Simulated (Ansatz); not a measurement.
# SiC: deformation potentials from a series

```
CELL_PARAMETERS angstrom
3.07600 0.00000 0.00000
-1.53800 2.66389 0.00000
0.00000 0.00000 5.04800
ATOMIC_POSITIONS crystal
Si 0.33333 0.66667 0.00000
Si 0.66667 0.33333 0.50000
C 0.33333 0.66667 0.38500
C 0.66667 0.33333 0.88500
```

Atom numbers follow the list: Si1, Si2, C3, C4.

The cell comes from COD entry 9008875, which wasn't checked; take it as a given geometry.

Level of theory: DFT, PBE, all-electron LAPW, scalar-relativistic (Ansatz 0.2.0).

Settings: a Γ-centred 15×15×8 k mesh, Fermi–Dirac smearing of 0.08 eV, basis error target 1 meV/atom, no spin polarisation.

The cell is scaled evenly. Fractional coordinates are held (clamped ions).

Only quantities that a quadratic follows smoothly over the whole series are listed; rougher ones are left out.

| ln(V/Vcell) | direct gap at Γ (eV) | smallest gap on mesh and path (eV) |
| --- | --- | --- |
| -0.0619 | 5.168 | 2.208 |
| -0.0408 | 4.978 | 2.248 |
| -0.0101 | 4.706 | 2.306 |
| 0.0000 | 4.618 | 2.324 |
| 0.0100 | 4.531 | 2.342 |
| 0.0198 | 4.446 | 2.359 |
| 0.0392 | 4.280 | 2.393 |
| 0.0583 | 4.119 | 2.426 |

**Question.** Fit the series and give the slopes at zero strain.

**Answer.** Least-squares fits y = p0 + p1 x + p2 x² to the rows give direct gap at Γ (eV): p1 = -8.72, p2 = 2.8; smallest gap on mesh and path (eV): p1 = 1.81, p2 = -1.1. So dEg/dln V = -8.7 eV for the direct gap at Γ, which isn't the fundamental gap here: that one has dEg/dln V = 1.8 eV. Semilocal gaps are too small, but their slopes carry over better.

**Question.** One run, at ln(V/Vcell) = -0.0202, is withheld. Predict its row.

**Answer.** The fits give 4.795, 2.287; the run gave 4.795, 2.287.
